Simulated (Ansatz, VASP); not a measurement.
**Ta: VASP beside Ansatz**

```
Ta
1.0
    -1.63094    1.63094    1.63094
     1.63094   -1.63094    1.63094
     1.63094    1.63094   -1.63094
Ta
1
Direct
  0.00000 0.00000 0.00000
```

Alike in both runs: functional PBEsol; k mesh 24 × 24 × 24; occupations fermi-dirac, width 0.1 eV; no spin polarisation.

Ansatz relaxed the structure, and its values are those at the end. VASP's run is a single point on that final structure, the one shown.

|  | VASP | Ansatz |
| --- | --- | --- |
| version | VASP 6.6.1 | Ansatz 0.2.0 |
| potentials or method | VASP PAW PBE potentials, release 64 (Ta_pv) | PAW with Ansatz's default frozen-core files, scalar-relativistic |
| plane-wave cutoff (eV) | 520 | 420 |
| valence electrons in the cell | 11 | 13 |

```tsv
	VASP	Ansatz	Ansatz less VASP
pressure (GPa)	4.2	4.0	-0.23
```

The two sets of potentials don't hold the same shells in valence.

Caveats: the PAW data sets were made with another functional, which shifts forces and pressure a little (VASP). The runs have no spin-orbit coupling, so splittings on Ta are missing.
